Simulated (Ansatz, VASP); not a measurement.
**Two plane-wave programs on Al**

Contents of POSCAR:

```
Al
1.0
   -1.5116577555      1.5116577555      1.5116577555
    1.5116577555     -1.5116577555      1.5116577555
    1.5116577555      1.5116577555     -1.5116577555
Al
1
Direct
    0.0000000000      0.0000000000      0.0000000000
```

INCAR.step1

```
PREC = Accurate
ENCUT = 520
ISMEAR = 0
SIGMA = 0.15
LREAL = F
LASPH = T
NELM = 100
NBANDS = 8
GGA = PE
ALGO = Normal
EDIFF = 1E-4
LWAVE = T
LCHARG = F
```

Contents of INCAR.step2:

```
PREC = Accurate
ENCUT = 520
EDIFF = 1E-7
ISMEAR = 0
SIGMA = 0.15
LREAL = F
LASPH = T
NELM = 100
ALGO = Normal
ISIF = 2
LWAVE = F
LCHARG = F
METAGGA = R2SCAN
LMIXTAU = T
NBANDS = 8
ISTART = 1
```

KPOINTS

```
Automatic mesh
0
Gamma
  20 20 20
```

Input for Ansatz:

```yaml
crystal:
  lattice:
    - [-1.5116577555, 1.5116577555, 1.5116577555]
    - [1.5116577555, -1.5116577555, 1.5116577555]
    - [1.5116577555, 1.5116577555, -1.5116577555]
  atoms:
    - { symbol: Al, position: [0.0, 0.0, 0.0] }
basis:
  ecutwfc: 500
kpoints:
  mp_grid: { grid: [20, 20, 20] }
hamiltonian:
  xc: r2scan
scf:
  occupations: { method: gaussian, width: 0.15 }
output:
  forces: true
  stress: true
  eigenvalues: true
```

Change from the starting cell: strain -0.050 along x and y, -0.050 along z, atoms carried along.

Alike in both runs: task single point; functional r2SCAN; k mesh 20 × 20 × 20; occupations gaussian, width 0.15 eV; no spin polarisation.

|  | VASP | Ansatz |
| --- | --- | --- |
| version | VASP 6.6.1 | Ansatz 0.2.0 |
| potentials or method | VASP PAW PBE potentials, release 64 (Al) | scalar-relativistic, plane waves, PAW |
| plane-wave cutoff (eV) | 520 | 500 |
| valence electrons in the cell | 3 | 3 |

|  | VASP | Ansatz | Ansatz less VASP |
| --- | --- | --- | --- |
| gap on the k mesh at the Fermi level (eV) | none | none | - |
| pressure (GPa) | 17.9 | 18.3 | +0.46 |

A gap of «none» marks a metal or a gap that the smearing closes.

Caveats: so large a pressure means that the cell lies far from this level's equilibrium, or that cutoff or potentials fall short (VASP); the potentials were made for another functional, which shifts forces and pressure (VASP).
